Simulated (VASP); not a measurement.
# W: single point with PBEsol

Crystal: W.

```
W
1.0
     0.00000    1.99900    1.99900
     1.99900    0.00000    1.99900
     1.99900    1.99900    0.00000
W
1
Direct
  0.00000 0.00000 0.00000
```

This isn't the form of W at room conditions, which is bcc.

* Program: VASP 6.6.1
* Task: single point
* Functional: PBEsol
* Potentials or basis: VASP PAW PBE potentials, release 64 (W_sv)
* Cutoff: 520 eV
* k mesh: 18 × 18 × 18
* Occupations: gaussian, width 0.1 eV
* Spin: no spin polarisation

The pressure is 0.7 GPa. The band gap on the k mesh is none (metal or under the smearing width).

Levels at points of the mesh, in eV from the Fermi level:
```csv
k point,band 3,band 4,band 5,band 6,band 7,band 8,band 9,band 10,band 11,band 12
"(0.00, 0.00, 0.00)",-37.16,-37.16,-9.13,-0.58,-0.58,-0.58,2.66,2.66,12.87,18.19
"(0.50, 0.00, 0.00)",-37.32,-37.32,-5.74,-0.83,-0.83,0.75,5.25,5.25,10.70,12.51
"(0.50, 0.50, 0.00)",-37.61,-37.61,-5.68,-4.68,3.23,5.21,6.02,6.02,11.98,11.98
```

It took 16 s on 1 thread of Intel(R) Xeon(R) 6975P-C (Granite Rapids), with other jobs on the host, peak memory 0.16 GiB.

Caveat: the PAW data sets were made with another functional, which shifts forces and pressure a little. The run has no spin-orbit coupling, so splittings on W are missing.
